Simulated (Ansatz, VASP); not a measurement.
**Two plane-wave programs on ZnO (zincite)**

Contents of INCAR:

```
SYSTEM = ZnO
  PREC = Accurate
  ENCUT = 520
  EDIFF = 1E-6
  ISMEAR = 0
  SIGMA = 0.02
  LREAL = .False.
  LASPH = .True.
  NELM = 100
  ALGO = Fast
  ISIF = 2
  LWAVE = .False.
  LCHARG = .True.
  GGA = PE
  LELF = .True.
  LVHAR = .True.
  NBANDS = 26
```

The input KPOINTS:

```
Automatic mesh
0
Gamma
  9 9 6
  0 0 0
```

Contents of POSCAR:

```
ZnO
1.0
    3.2794860218      0.0000000000      0.0000000000
   -1.6397430109      2.8401182063      0.0000000000
    0.0000000000      0.0000000000      5.2932739833
Zn O
2 2
Direct
    0.3333333333      0.6666666667      0.4999685891
    0.6666666667      0.3333333333     -0.0000314109
    0.6666666667      0.3333333333      0.3790414109
    0.3333333333      0.6666666667      0.8790414109
```

Input for Ansatz:

```yaml
crystal:
  lattice:
    - [3.2794860202, 0.0, 0.0]
    - [-1.6397430101, 2.8401182048, 0.0]
    - [0.0, 0.0, 5.293273985]
  atoms:
    - { symbol: Zn, position: [0.3333333333, 0.6666666667, 0.4999685893] }
    - { symbol: Zn, position: [0.6666666667, 0.3333333333, -3.14107e-05] }
    - { symbol: O, position: [0.6666666667, 0.3333333333, 0.3790414107] }
    - { symbol: O, position: [0.3333333333, 0.6666666667, 0.8790414107] }
basis:
  ecutwfc: 420
kpoints:
  mp_grid: { grid: [9, 9, 6] }
  band_path:
    path:
      - [[0.0, 0.0, 0.0], [0.5, 0.0, 0.0], [0.33333333, 0.33333333, 0.0], [0.0, 0.0, 0.0], [0.0, 0.0, 0.5], [0.5, 0.0, 0.5], [0.33333333, 0.33333333, 0.5], [0.0, 0.0, 0.5]]
      - [[0.5, 0.0, 0.5], [0.5, 0.0, 0.0]]
      - [[0.33333333, 0.33333333, 0.5], [0.33333333, 0.33333333, 0.0]]
    npoints: 14
hamiltonian:
  xc: pbe
scf:
  occupations: { method: gaussian, width: 0.02 }
  n_extra_bands: 10
output:
  forces: true
  stress: true
  eigenvalues: true
  populations: true
  dos: { projected: true, de: 0.02, nscf_kmesh: { grid: [14, 14, 9] } }
  bader: true
  write_density: true
  write_potential: true
  elf: true
  volumetric_format: npy
```

Alike in both runs: task single point; functional PBE; k mesh 9 × 9 × 6; occupations gaussian, width 0.02 eV; no spin polarisation.

|  | VASP | Ansatz |
| --- | --- | --- |
| version | VASP 6.6.1 | Ansatz 0.2.0 |
| potentials or method | VASP PAW PBE potentials, release 64 (Zn, O) | scalar-relativistic, plane waves, PAW |
| plane-wave cutoff (eV) | 520 | 420 |
| valence electrons in the cell | 36 | 36 |

```csv
,VASP,Ansatz,Ansatz less VASP
gap on the k mesh at the Fermi level (eV),0.73,0.74,+0.017
least direct gap on the mesh (eV),0.73,0.74,+0.017
pressure (GPa),0.9,0.0,-0.88
```

PBE gaps usually lie below the measured ones, often by a third to a half.
